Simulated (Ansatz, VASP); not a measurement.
## Pt in VASP and in Ansatz

```
Pt
1.0
     4.48318    0.00000    0.00000
    -2.24159    3.88255    0.00000
     0.00000    0.00000    2.70173
Pt
3
Direct
  0.00000 0.00000 0.00000
  0.33333 0.66667 0.50000
  0.66667 0.33333 0.50000
```

Alike in both runs: functional r2SCAN; k mesh 6 × 6 × 6; occupations gaussian, width 0.1 eV; no spin polarisation.

Ansatz relaxed the structure, and its values are those at the end. VASP's run is a single point on that final structure, the one shown.

|  | VASP | Ansatz |
| --- | --- | --- |
| version | VASP 6.6.1 | Ansatz 0.2.0 |
| potentials or method | VASP PAW PBE potentials, release 64 (Pt) | scalar-relativistic, plane waves, PAW |
| plane-wave cutoff (eV) | 520 | 500 |
| valence electrons in the cell | 30 | 54 |

```csv
,VASP,Ansatz,Ansatz less VASP
gap on the k mesh at the Fermi level (eV),none,none,-
pressure (GPa),0.5,-0.1,-0.59
```

A gap of «none» marks a metal or a gap that the smearing closes. The two sets of potentials don't hold the same shells in valence.

Caveats: the k mesh is coarse (spacing up to 0.39 Å⁻¹), so the values aren't converged; the PAW data sets were made with another functional, which shifts forces and pressure a little (VASP). The runs have no spin-orbit coupling, so splittings on Pt are missing.
